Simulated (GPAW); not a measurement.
Input of a GPAW 26.7.0 run:

File run.py:

```python
from ase.eos import EquationOfState
from ase.io import Trajectory, read
from ase.units import GPa
from gpaw import GPAW, PW

atoms = read('MgS.xyz')

traj = Trajectory('eos.traj', 'w')
volumes, energies = [], []
for x in [0.94, 0.96, 0.98, 1.0, 1.02, 1.04, 1.06]:
    a = atoms.copy()
    a.set_cell(atoms.cell * x**(1 / 3), scale_atoms=True)
    calc = GPAW(mode=PW(800),
                xc='PBE',
                kpts={'size': (9, 9, 9), 'gamma': True},
                occupations={'name': 'fermi-dirac', 'width': 0.05},
                nbands=16,
                convergence={'density': 1e-05, 'energy': 1e-05},
                maxiter=150,
                txt=f'eos-{x:.2f}.txt')
    a.calc = calc
    energies.append(a.get_potential_energy(force_consistent=True))
    volumes.append(a.get_volume())
    p = -a.get_stress()[:3].mean() / GPa
    calc.write(f'eos-{x:.2f}.gpw')
    traj.write(a)
    print(f'{x:.2f} {volumes[-1]:10.4f} A^3 {energies[-1]:14.6f} eV {p:9.3f} GPa', flush=True)

v0, e0, B = EquationOfState(volumes, energies, eos='birchmurnaghan').fit()
print(f'V0 = {v0:.4f} A^3, E0 = {e0:.6f} eV, B0 = {B / GPa:.2f} GPa')
```

Contents of MgS.xyz:

```xyz
2
Lattice="0.0000000000 2.6016500000 2.6016500000 2.6016500000 0.0000000000 2.6016500000 2.6016500000 2.6016500000 0.0000000000" Properties=species:S:1:pos:R:3 pbc="T T T"
S      2.6016500000      2.6016500000      2.6016500000
Mg     0.0000000000      0.0000000000      0.0000000000
```

Potentials or basis: GPAW PAW data sets (gpaw-data 1.2.1), pw.

Run with:

```sh
$ OMP_NUM_THREADS=1 python run.py
```

Task: What does it give for the equilibrium volume?

Result: 17.86 Å³/atom.

Task: Predict the pressure derivative of the bulk modulus.

Result: 4.1.

Energy against volume, from the lowest point:
```tsv
volume (Å³/atom)	energy (meV/atom)
16.553	25.22
16.905	12.96
17.257	4.93
17.609	0.74
17.962	0.00
18.314	2.40
18.666	7.62
```

PBE usually gives volumes a little too large and moduli too small. Zero-point motion and thermal expansion aren't in these numbers.
